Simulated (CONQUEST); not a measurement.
ZnS (Wurtzite-2H):

```
Zn S
1.0
     3.81100    0.00000    0.00000
     0.00000    6.23400    0.00000
     0.00000    0.00000    6.60085
Zn S
4 4
Direct
  0.00000 0.50000 0.33333
  0.50000 0.50000 0.83333
  0.00000 0.00000 0.66667
  0.50000 0.00000 0.16667
  0.00000 0.88500 0.33333
  0.50000 0.88500 0.83333
  0.00000 0.38500 0.66667
  0.50000 0.38500 0.16667
```

Program: CONQUEST 1.3. Alike in all runs: task single point; level PBE; no spin polarisation; cell as given; smearing fermi-dirac 0.05 eV.

Task: Order these runs on this cell by their band gap on the k mesh, lowest first.
A. potentials or basis PseudoDojo NC PBE, SZ, grid cutoff 120 Ha; k mesh 7 × 5 × 4
B. potentials or basis PseudoDojo NC PBE, DZ, grid cutoff 120 Ha; k mesh 7 × 5 × 4
C. potentials or basis PseudoDojo NC PBE, SZP, grid cutoff 120 Ha; k mesh 5 × 3 × 3
D. potentials or basis PseudoDojo NC PBE, DZP, grid cutoff 120 Ha; k mesh 7 × 5 × 4

Result: A (1.75 eV), B (2.26 eV), D (2.47 eV), C (2.62 eV).

Caveats: an odd mesh through Γ misses points on the zone boundary, where band edges often lie; the basis of atomic orbitals isn't converged, which shifts pressures, moduli and gaps; the atomic basis is small (some runs).
